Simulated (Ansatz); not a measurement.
Reaction (silylene formation by 1,1-elimination): `F[SiH](F)C(F)(F)F` → `F[Si]F` + `FC(F)F`

Computed with Ansatz on PBE0-D4/def2-TZVP structures; ΔE is electronic, products minus reactants. CBS: MP2 limit from def2 TZ/QZ plus the TZ coupled-cluster correction, frozen cores. This one scheme is used for every species. Functionals use def2-TZVPP. B3LYP here is the variant with VWN-RPA as its local correlation; programs differ in this. HSE06 is defined as in plane-wave codes.

| level | ΔE (kcal/mol) | difference from CCSD(T)/CBS |
| --- | --- | --- |
| LDA (SPW92) | 27.9 | 4.0 |
| PBE-D4 | 22.9 | -1.0 |
| revPBE-D4 | 22.9 | -1.0 |
| BLYP-D4 | 20.0 | -3.9 |
| r2SCAN-D4 | 28.4 | 4.5 |
| B97M-V | 23.3 | -0.6 |
| PBE0-D4 | 25.4 | 1.5 |
| B3LYP-D4 | 22.4 | -1.5 |
| r2SCANh-D4 | 28.5 | 4.6 |
| r2SCAN0-D4 | 28.6 | 4.7 |
| HSE06-D4 | 25.3 | 1.4 |
| ωB97X-V | 26.0 | 2.1 |
| ωB97M-V | 21.7 | -2.2 |
| B2PLYP | 21.6 | -2.3 |
| PBE-QIDH | 26.3 | 2.4 |
| PBE | 20.9 | -3.0 |
| revPBE | 17.8 | -6.1 |
| BLYP | 15.8 | -8.1 |
| PBE0 | 23.7 | -0.2 |
| B3LYP | 19.3 | -4.6 |
| r2SCANh | 27.9 | 4.0 |
| r2SCAN0 | 28.0 | 4.1 |
| HSE06 | 23.7 | -0.2 |
| BHLYP | 22.8 | -1.1 |
| LC-ωPBE | 26.4 | 2.5 |
| RPA@PBE/def2-TZVPP | 19.8 | -4.1 |
| HF/def2-SVP | 20.4 | -3.5 |
| MP2/def2-SVP | 22.8 | -1.1 |
| CCSD/def2-SVP | 19.3 | -4.6 |
| CCSD(T)/def2-SVP | 19.5 | -4.4 |
| MP2/def2-TZVPP | 24.9 | 1.0 |
| SCS-MP2/def2-TZVPP | 23.5 | -0.4 |
| CCSD/def2-TZVPP | 22.2 | -1.7 |
| CCSD(T)/def2-TZVPP | 22.5 | -1.4 |
| HF/def2-QZVPP | 21.8 | -2.1 |
| MP2/def2-QZVPP | 25.6 | 1.7 |
| SCS-MP2/def2-QZVPP | 24.4 | 0.5 |
| HF/CBS(def2) | 21.8 | -2.1 |
| MP2/CBS(def2) | 26.3 | 2.4 |
| CCSD/CBS(def2) | 23.6 | -0.3 |
| CCSD(T)/CBS | 23.9 | 0 |

Largest T1 diagnostic among the species: 0.015.

From PBE to PBE0 (25 % exact exchange), in def2-TZVPP and without D4, ΔE moves by +2.7 kcal/mol. At CCSD(T), def2-SVP lies −4.4 kcal/mol from the extrapolated value and def2-TZVPP −1.4 kcal/mol.

CCSD(T)/CBS has its own doubt, a few kJ/mol and more with outer-core shells, so smaller differences from it don't rank the levels.
